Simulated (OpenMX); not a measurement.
The system is Ge.

```
CELL_PARAMETERS angstrom
4.00068 0.00000 0.00000
2.00034 3.46469 0.00000
2.00034 1.15490 3.26654
ATOMIC_POSITIONS crystal
Ge 0.75000 0.75000 0.75000
Ge 0.50000 0.50000 0.50000
```

Base run:

| Property | Result |
| --- | --- |
| Program | OpenMX 3.8.5 |
| Functional | PBE |
| Dispersion | D4 |
| Potentials or basis | OpenMX 2013 PBE set, Ge7.0-s3p2d2, grid cutoff 300 Ry |
| k mesh | 7 × 7 × 7 |
| Occupations | fermi-dirac, width 0.05 eV |
| Spin | no spin polarisation |

Its results: band gap on the k mesh 0.08 eV, direct; pressure 3.1 GPa.

Problem. The run is repeated on the same cell with these changes: dispersion from D4 to none. What comes out?

Solution. Band gap on the k mesh 0.08 eV, direct; pressure 5.4 GPa.

Dispersion adds attraction, which lowers the pressure at fixed volume and, as a term added to the energy, leaves the levels alone.

Caveats: an odd mesh through Γ misses points on the zone boundary, where band edges often lie; the basis of atomic orbitals isn't converged, which shifts pressures, moduli and gaps.
